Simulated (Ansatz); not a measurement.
Method: DFT PBE, scalar-relativistic, plane waves, PAW (Ansatz). All cells share a 420 eV cutoff and Γ-centred k meshes spaced at most about 0.3 Å⁻¹ (about 0.25 or finer for metals, 2π included). No spin polarisation.

All energies are static (0 K, no zero-point motion).

Two relaxed structures of Zr2B3:

1.

Space group P-1 (No. 2). a = 3.693 Å, b = 4.906 Å, c = 7.303 Å, α = 91.51°, β = 97.99°, γ = 109.40°
```tsv
atom	site	symmetry	x	y	z
Zr	2i	1	0.7867	0.6832	0.6496
Zr	2i	1	0.9084	0.7279	0.1173
B	2i	1	0.7153	0.1564	0.5303
B	2i	1	0.5862	0.1210	0.1039
B	2i	1	0.4324	0.0473	0.6874
```

2.

Space group P-3m1 (No. 164). a = 3.243 Å, b = 3.243 Å, c = 7.245 Å, α = 90.00°, β = 90.00°, γ = 120.00°
```tsv
atom	site	symmetry	x	y	z
Zr	2d	3m.	0.3333	0.6667	0.2079
B	1a	-3m.	0.0000	0.0000	0.0000
B	2d	3m.	0.3333	0.6667	0.5362
```

Task: Which is lower in energy, and by how much?

Result: Cell 1 is lower, by 0.35 eV/atom. Cell 1 has space group P-1 (No. 2), 12.3 Å³/atom and no gap on its mesh; cell 2 has space group P-3m1 (No. 164), 13.2 Å³/atom and no gap. Counting B atoms around Zr (those within 1.25 times the shortest such distance or 1.15 times the sum of covalent radii, 1.27 where that leaves under three; a plus sign parts nearer from farther groups; a slash parts the counts of unlike sites), cell 1 has Zr 8/10 and cell 2 has Zr 4+3. Cell 1 holds B–B chains (shortest 1.64 Å); cell 2 holds B–B nets (shortest 1.94 Å). The denser one is the lower, and pressure would at first widen the difference. Origin: cell 1, invented, then shaken at random and relaxed again; cell 2, invented.

Cells relaxed within their symmetry can be saddle points.
